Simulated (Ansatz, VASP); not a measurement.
**One calculation of KBr, two programs**

```
K Br
1.0
     0.00000    3.34189    3.29250
     3.34189    0.00000    3.29250
     3.34189    3.34189    0.00000
K Br
1 1
Direct
  0.00000 0.00000 0.00000
  0.50000 0.50000 0.50000
```

Change from the starting cell: strain +0.015 along x and y, +0.000 along z, atoms carried along.

Alike in both runs: task single point; functional PBE; k mesh 6 × 6 × 6; occupations gaussian, width 0.05 eV; no spin polarisation.

```csv
,VASP,Ansatz
version,VASP 6.6.1,Ansatz 0.2.0
potentials or method,"VASP PAW PBE potentials, release 64 (K_sv, Br)","scalar-relativistic, plane waves, PAW"
plane-wave cutoff (eV),520,420
valence electrons in the cell,16,16
```

|  | VASP | Ansatz | Ansatz less VASP |
| --- | --- | --- | --- |
| gap on the k mesh at the Fermi level (eV) | 4.37 | 4.37 | +0.001 |
| least direct gap on the mesh (eV) | 4.37 | 4.37 | +0.001 |
| pressure (GPa) | 0.4 | 0.4 | -0.03 |
| largest component of the traceless stress (GPa) | 0.30 | 0.30 | -0.005 |

With one functional, cell and mesh, what is left measures potentials, basis and numerics.
